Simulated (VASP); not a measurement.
# SnSe (Pnma) in VASP: further runs

Aim: see how the results for SnSe move with the level of theory and the settings. Levels: PBE, PBE+D3(BJ), LDA. Tasks: relaxation of cell and atoms.

All numbers are computed with VASP 6.6.1; they aren't measurements. Logs are shortened: lines on timing, memory, paths and dates and some standing lists are left out, and cuts for length are marked.

## 1. Starting point

It takes space group Pnma (No. 62, orthorhombic). The conventional cell has a = 11.915 Å, b = 4.243 Å, c = 4.454 Å, α = 90.00°, β = 90.00°, γ = 90.00°. Around Sn (site symmetry m) lie 3 Se at 2.77 to 2.84 Å. Around Se (site symmetry m) lie 3 Sn at 2.77 to 2.84 Å.

## 2. Relaxation of cell and atoms, PBE

File INCAR:

```
  PREC = Accurate
  ENCUT = 300
  EDIFF = 1E-7
  ISMEAR = 0
  SIGMA = 0.03
  LREAL = False
  LASPH = True
  NELM = 80
  ALGO = Normal
  ISIF = 3
  LWAVE = False
  LCHARG = False
  GGA = PE
  IBRION = 2
  NSW = 90
  EDIFFG = -0.005
  KPAR = 2
```

File KPOINTS:

```
regular mesh
0
Gamma
  2 4 4
```

File POSCAR:

```
SnSe                                    
1.0
   11.9154822179      0.0000000000      0.0000000000
    0.0000000000      4.2434181372     -0.0000000000
    0.0000000000      0.0000000000      4.4542746939
  Sn              Se            
     4     4
Direct
     0.1242686150481182    0.2500000000000000    0.0946896337614564
     0.3757313849518819    0.7500000000000000    0.5946896337614566
     0.6242686150481181    0.2500000000000000    0.4053103662385436
     0.8757313849518819    0.7500000000000000    0.9053103662385434
     0.3547539565819098    0.2500000000000000    0.0156309736985255
     0.1452460434180903    0.7500000000000000    0.5156309736985256
     0.8547539565819096    0.2500000000000000    0.4843690263014745
     0.6452460434180904    0.7500000000000000    0.9843690263014744
```

Potentials or basis: VASP PAW PBE potentials, release 64 (Sn, Se).

The run is started by

```
> cat potpaw_PBE.64/Sn/POTCAR potpaw_PBE.64/Se/POTCAR > POTCAR
> mpirun -np 2 vasp_std > vasp.out
```

OUTCAR:

```text
PREC = Accurate
   ENCUT = 300
   EDIFF = 1E-7
   ISMEAR = 0
   LREAL = False
   LASPH = True
   NELM = 80
   ISIF = 3
   GGA = PE
   IBRION = 2
   NSW = 90
   EDIFFG = -0.005

 ion  position               nearest neighbor table
   1  0.124  0.250  0.095-   5 2.77   6 2.84   6 2.84   4 3.74   4 3.74
   2  0.376  0.750  0.595-   6 2.77   5 2.84   5 2.84   3 3.74   3 3.74
   3  0.624  0.250  0.405-   7 2.77   8 2.84   8 2.84   2 3.74   2 3.74
   4  0.876  0.750  0.905-   8 2.77   7 2.84   7 2.84   1 3.74   1 3.74
   5  0.355  0.250  0.016-   1 2.77   2 2.84   2 2.84
   6  0.145  0.750  0.516-   2 2.77   1 2.84   1 2.84
   7  0.855  0.250  0.484-   3 2.77   4 2.84   4 2.84
   8  0.645  0.750  0.984-   4 2.77   3 2.84   3 2.84

  LATTYP: Found a simple orthorhombic cell.
 ALAT       =     4.2434181372
 B/A-ratio  =     1.0496902615
 C/A-ratio  =     2.8079915372

  Lattice vectors:

 A1 = (   0.0000000000,   4.2434181372,   0.0000000000)
 A2 = (   0.0000000000,   0.0000000000,   4.4542746939)
 A3 = (  11.9154822179,   0.0000000000,   0.0000000000)

Analysis of symmetry for initial positions (statically):
=====================================================================
 Subroutine PRICEL returns:
 Original cell was already a primitive cell.

 Routine SETGRP: Setting up the symmetry group for a
 simple orthorhombic supercell.

 Subroutine GETGRP returns: Found  8 space group operations
 (whereof  2 operations were pure point group operations)
 out of a pool of  8 trial point group operations.

The static configuration has the point symmetry S_2 .
 The point group associated with its full space group is D_2h.

Analysis of symmetry for dynamics (positions and initial velocities):
=====================================================================
 Subroutine PRICEL returns:
 Original cell was already a primitive cell.

 Routine SETGRP: Setting up the symmetry group for a
 simple orthorhombic supercell.

 Subroutine GETGRP returns: Found  8 space group operations
 (whereof  2 operations were pure point group operations)
 out of a pool of  8 trial point group operations.

The dynamic configuration has the point symmetry S_2 .
 The point group associated with its full space group is D_2h.

 Subroutine INISYM returns: Found  8 space group operations
 (whereof  2 operations are pure point group operations),
 and found     1 'primitive' translations

----------------------------------------------------------------------------------------

                                     Primitive cell

  volume of cell :     225.2187

  direct lattice vectors                    reciprocal lattice vectors
    11.915482218  0.000000000  0.000000000     0.083924426  0.000000000  0.000000000
     0.000000000  4.243418137  0.000000000     0.000000000  0.235659077  0.000000000
     0.000000000  0.000000000  4.454274694     0.000000000  0.000000000  0.224503442

  length of vectors
    11.915482218  4.243418137  4.454274694     0.083924426  0.235659077  0.224503442

  position of ions in fractional coordinates (direct lattice)
     0.124268615  0.250000000  0.094689634
     0.375731385  0.750000000  0.594689634
     0.624268615  0.250000000  0.405310366
     0.875731385  0.750000000  0.905310366
     0.354753957  0.250000000  0.015630974
     0.145246043  0.750000000  0.515630974
     0.854753957  0.250000000  0.484369026
     0.645246043  0.750000000  0.984369026

  ion indices of the primitive-cell ions
   primitive index   ion index
                 1           1
                 2           2
                 3           3
                 4           4
                 5           5
                 6           6
                 7           7
                 8           8

----------------------------------------------------------------------------------------

 KPOINTS: regular mesh

Automatic generation of k-mesh.
 Grid dimensions read from file:
 generate k-points for:    2    4    4

 Generating k-lattice:

  Cartesian coordinates                     Fractional coordinates (reciprocal lattice)
     0.041962213  0.000000000  0.000000000     0.500000000  0.000000000  0.000000000
     0.000000000  0.058914769  0.000000000     0.000000000  0.250000000  0.000000000
     0.000000000  0.000000000  0.056125860     0.000000000  0.000000000  0.250000000

  Length of vectors
     0.041962213  0.058914769  0.056125860

  Shift w.r.t. Gamma in fractional coordinates (k-lattice)
     0.000000000  0.000000000  0.000000000

 Subroutine IBZKPT returns following result:
 ===========================================

 Found     18 irreducible k-points:

 Following reciprocal coordinates:
            Coordinates               Weight
  0.000000  0.000000  0.000000      1.000000
  0.500000  0.000000  0.000000      1.000000
  0.000000  0.250000  0.000000      2.000000
  0.500000  0.250000  0.000000      2.000000
  0.000000  0.500000  0.000000      1.000000
  0.500000  0.500000  0.000000      1.000000
[... 10 lines left out ...]
  0.000000  0.500000  0.500000      1.000000
  0.500000  0.500000  0.500000      1.000000
   k-points           NKPTS =     18   k-points in BZ     NKDIM =     18   number of bands    NBANDS=     25
   number of dos      NEDOS =    301   number of ions     NIONS =      8
   total plane-waves  NPLWV =  47040
   dimension x,y,z NGX =    70 NGY =   24 NGZ =   28
   dimension x,y,z NGXF=   140 NGYF=   48 NGZF=   56
   ions per type =               4   4
   NGX,Y,Z   is equivalent  to a cutoff of   9.77,  9.40, 10.45 a.u.
   NGXF,Y,Z  is equivalent  to a cutoff of  19.53, 18.81, 20.90 a.u.
 SYSTEM =  unknown system
   PREC   = accura    normal or accurate (medium, high low for compatibility)
   ISTART =      0    job   : 0-new  1-cont  2-samecut
   ICHARG =      2    charge: 1-file 2-atom 10-const
   ISPIN  =      1    spin polarized calculation?
   LNONCOLLINEAR =      F non collinear calculations
   LSORBIT =      F    spin-orbit coupling
   LASPH  =      T    aspherical Exc in radial PAW
   ENCUT  =  300.0 eV  22.05 Ry    4.70 a.u.  16.83  5.99  6.29*2*pi/ulx,y,z
   NELM   =     80;   NELMIN=  2; NELMDL= -5     # of ELM steps
   EDIFF  = 0.1E-06   stopping-criterion for ELM
   LREAL  =      F    real-space projection
   EDIFFG = -.5E-02   stopping-criterion for IOM
   NSW    =     90    number of steps for IOM
   IBRION =      2    ionic relax: 0-MD 1-quasi-New 2-CG
   NFREE  =      1    steps in history (QN), initial steepest desc. (CG)
   ISIF   =      3    stress and relaxation
   ISYM   =      2    0-nonsym 1-usesym 2-fastsym
   POTIM  = 0.5000    time-step for ionic-motion
   TEBEG  =    0.0;   TEEND  =   0.0 temperature during run
   PSTRESS=    0.0 pullay stress
   NELECT =      40.0000    total number of electrons
   NUPDOWN=      -1.0000    fix difference up-down
   EMIN   =  10.00;   EMAX   =-10.00  energy-range for DOS
   EFERMI =   0.00;   METHOD = LEGACY
   ISMEAR =     0;   SIGMA  =   0.03  broadening in eV -4-tet -1-fermi 0-gaus
   EFERMI_NEDOS =   21; number of points for ismear=-14 and -15
   IALGO  =     38    algorithm
   IMIX   =      4    mixing-type and parameters
     AMIX     =   0.40;   BMIX     =  1.00
     AMIX_MAG =   1.60;   BMIX_MAG =  1.00
  volume/ion in A,a.u.               =      28.15       189.98
  Fermi-wavevector in a.u.,A,eV,Ry     =   0.920224  1.738970 11.521568  0.846811
  Thomas-Fermi vector in A             =   2.045505
   LORBIT       =      0    0 simple, 1 ext, 2 COOP (PROOUT), +10 PAW based schemes
   GGA     = PE    functional components
   LHFCALC =     F    Hartree Fock is set to
   AEXX    =    0.0000 exact exchange contribution
   IVDW    =     0    specifies the selected vdW correction
   LEPSILON=     F    determine dielectric tensor
   LRPA    =     F    only Hartree local field effects (RPA)
 conjugate gradient relaxation of ions
 non-spin polarized calculation
 Gauss-broadening in eV      SIGMA  =   0.03
  energy-cutoff  :      300.00
  volume of cell :      225.22
 maximum number of plane-waves:      2696
 NGX is ok and might be reduce to    70
   NGX = 33   NGY = 11   NGZ = 13

--------------------------------------- Ionic step        1  -------------------------------------------

 number of electron      39.9999979 magnetization

 Free energy of the ion-electron system (eV)
  ---------------------------------------------------
  ext. energy  EPLUGINS =         0.00000000
  ---------------------------------------------------
  free energy    TOTEN  =       -32.92966571 eV

  energy without entropy =      -32.92966571  energy(sigma->0) =      -32.92966571

------------------------ aborting loop because EDIFF is reached ----------------------------------------

  FORCE on cell =-STRESS in cart. coord.  units (eV):
  Direction    XX          YY          ZZ          XY          YZ          ZX
  --------------------------------------------------------------------------------------
  -------------------------------------------------------------------------------------
  Total       -0.0179385     -0.0507977     -0.0551513      0.0000000      0.0000000      0.0000000
  in kB       -0.1276121     -0.3613687     -0.3923397      0.0000000      0.0000000      0.0000000
  external PRESSURE =      -0.2937735 kB  Pullay stress =       0.0000000 kB
[... 107 lines left out ...]
  FREE ENERGIE OF THE ION-ELECTRON SYSTEM (eV)
  ---------------------------------------------------
  free  energy   TOTEN  =       -32.9297118854 eV

  energy  without entropy=      -32.9297118854  energy(sigma->0) =      -32.92971189

[... ionic steps 4 to 22 ...]

--------------------------------------- Ionic step       23  -------------------------------------------

 number of electron      39.9999983 magnetization

------------------------ aborting loop because EDIFF is reached ----------------------------------------

  FORCE on cell =-STRESS in cart. coord.  units (eV):
  Direction    XX          YY          ZZ          XY          YZ          ZX
  --------------------------------------------------------------------------------------
  -------------------------------------------------------------------------------------
  Total       -0.0365846     -0.0831718     -0.0015109      0.0000000      0.0000000      0.0000000
  in kB       -0.2604008     -0.5919973     -0.0107545      0.0000000      0.0000000      0.0000000
  external PRESSURE =      -0.2877175 kB  Pullay stress =       0.0000000 kB
[... 69 lines left out ...]
  energy  without entropy=      -32.9304422376  energy(sigma->0) =      -32.93044224

--------------------------------------- Ionic step       25  -------------------------------------------

 number of electron      39.9999982 magnetization

 Free energy of the ion-electron system (eV)
  ---------------------------------------------------
  ext. energy  EPLUGINS =         0.00000000
  ---------------------------------------------------
  free energy    TOTEN  =       -32.93046051 eV

  energy without entropy =      -32.93046051  energy(sigma->0) =      -32.93046051

 E-fermi :   3.4576     XC(G=0):  -9.3769

 val. band max:        3.2830802393   @ k =   0.5000   0.0000   0.5000
 cond. band min:       4.2386537720   @ k =   0.0000   0.0000   0.0000
 fundamental gap:      0.9555735327
 Fermi energy:         3.4576279880

 k-point     1 :       0.0000    0.0000    0.0000
  band No.  band energies     occupation
      1      -9.9413      2.00000
      2      -9.6929      2.00000
      3      -8.9883      2.00000
      4      -8.6525      2.00000
      5      -3.3438      2.00000
      6      -2.4823      2.00000
[... 528 lines left out ...]
  FREE ENERGIE OF THE ION-ELECTRON SYSTEM (eV)
  ---------------------------------------------------
  free  energy   TOTEN  =       -32.9304605148 eV

  energy  without entropy=      -32.9304605148  energy(sigma->0) =      -32.93046051

 reached required accuracy - stopping structural energy minimisation
```

Wall time 3 min (2 MPI ranks of AMD EPYC 9R45 (Zen 5), shared host); peak memory 0.2 GiB.

Results:

* Free energy: -32.9305 eV
* Relaxed volume: 28.13 Å³/atom
* Relaxed cell: a = 11.914 Å, b = 4.244 Å, c = 4.450 Å, α = 90.00°, β = 90.00°, γ = 90.00°
* Space group after relaxing (to 0.05 Å): Pnma (No. 62)
* Energy gained by relaxing: 0.1 meV/atom
* Ionic steps: 25
* Pressure after relaxing: 0.0 GPa
* Largest force after relaxing: 0.005 eV/Å
* Band gap on the k mesh: 0.96 eV, indirect (least direct gap 1.17 eV)

Forces in eV/Å, atoms in the order of the input:
```
Sn  -0.002  0.000  0.004
Sn   0.002  0.000  0.004
Sn  -0.002  0.000 -0.004
Sn   0.002  0.000 -0.004
Se  -0.001  0.000 -0.002
Se   0.001  0.000 -0.002
Se  -0.001  0.000  0.002
Se   0.001  0.000  0.002
```

Step by step:
| step | energy change (eV) | largest force (eV/Å) | pressure (GPa) | volume (Å³) |
| --- | --- | --- | --- | --- |
| 1 | 0.0000 | 0.0083 | -0.03 | 225.22 |
| 2 | 0.0000 | 0.0108 | 0.00 | 225.05 |
| 3 | 0.0000 | 0.0117 | 0.01 | 225.00 |
| 4 | 0.0000 | 0.0132 | 0.03 | 224.89 |
| 5 | 0.0000 | 0.0122 | 0.02 | 224.96 |
| 6 | -0.0001 | 0.0114 | 0.02 | 224.94 |
| 7 | -0.0001 | 0.0099 | 0.01 | 224.88 |
| 8 | -0.0002 | 0.0122 | 0.00 | 224.76 |
| 9 | -0.0002 | 0.0112 | 0.00 | 224.74 |
| 10 | -0.0003 | 0.0100 | 0.00 | 224.70 |
| 11 | -0.0004 | 0.0117 | 0.00 | 224.61 |
| 12 | -0.0004 | 0.0128 | 0.00 | 224.57 |
| 13 | -0.0004 | 0.0115 | 0.01 | 224.55 |
| 14 | -0.0005 | 0.0080 | 0.03 | 224.50 |
| 15 | -0.0005 | 0.0066 | 0.07 | 224.40 |
| 16 | -0.0005 | 0.0065 | 0.07 | 224.41 |
| 17 | -0.0005 | 0.0061 | 0.07 | 224.45 |
| 18 | -0.0006 | 0.0055 | 0.06 | 224.53 |
| 19 | -0.0007 | 0.0048 | 0.04 | 224.69 |
| 20 | -0.0007 | 0.0077 | 0.01 | 225.00 |
| 21 | -0.0007 | 0.0062 | 0.03 | 224.85 |
| 22 | -0.0007 | 0.0047 | 0.01 | 224.92 |
| 23 | -0.0007 | 0.0041 | -0.03 | 225.10 |
| 24 | -0.0008 | 0.0042 | -0.02 | 225.05 |
| 25 | -0.0008 | 0.0048 | -0.01 | 225.01 |

Final structure:
```
Sn Se
1.0
    11.91450    0.00000    0.00000
     0.00000    4.24402    0.00000
     0.00000    0.00000    4.44993
Sn Se
4 4
Direct
  0.12440 0.25000 0.09931
  0.37560 0.75000 0.59931
  0.62440 0.25000 0.40069
  0.87560 0.75000 0.90069
  0.35510 0.25000 0.02092
  0.14490 0.75000 0.52092
  0.85510 0.25000 0.47908
  0.64490 0.75000 0.97908
```

Levels at points of the mesh, in eV from the valence-band top:
| k point | band 17 | band 18 | band 19 | band 20 | band 21 | band 22 | band 23 | band 24 |
| --- | --- | --- | --- | --- | --- | --- | --- | --- |
| (0.00, 0.00, 0.00) | -1.32 | -1.07 | -0.31 | -0.22 | 0.96 | 3.28 | 3.33 | 3.39 |
| (0.50, 0.00, 0.00) | -1.55 | -1.55 | -0.22 | -0.22 | 2.70 | 2.70 | 3.09 | 3.09 |
| (0.00, 0.50, 0.00) | -0.60 | -0.60 | -0.33 | -0.33 | 1.39 | 1.39 | 1.59 | 1.59 |
| (0.50, 0.50, 0.00) | -0.52 | -0.52 | -0.52 | -0.52 | 1.71 | 1.71 | 1.71 | 1.71 |
| (0.00, 0.00, 0.50) | -0.43 | -0.43 | 0.00 | 0.00 | 1.52 | 1.52 | 1.81 | 1.81 |
| (0.50, 0.00, 0.50) | -0.18 | -0.18 | 0.00 | 0.00 | 1.52 | 1.52 | 1.81 | 1.81 |
| (0.00, 0.50, 0.50) | -1.83 | -1.83 | -1.14 | -1.14 | 2.95 | 2.95 | 3.33 | 3.33 |
| (0.50, 0.50, 0.50) | -1.26 | -1.26 | -1.26 | -1.26 | 2.84 | 2.84 | 2.84 | 2.84 |

Caveat: spin-orbit coupling is left out, which moves the levels of the heavy elements; this functional lacks dispersion, which binds the layers, so the pressure and a relaxed spacing across them are unreliable.

(Continued in part 2 of 3.)
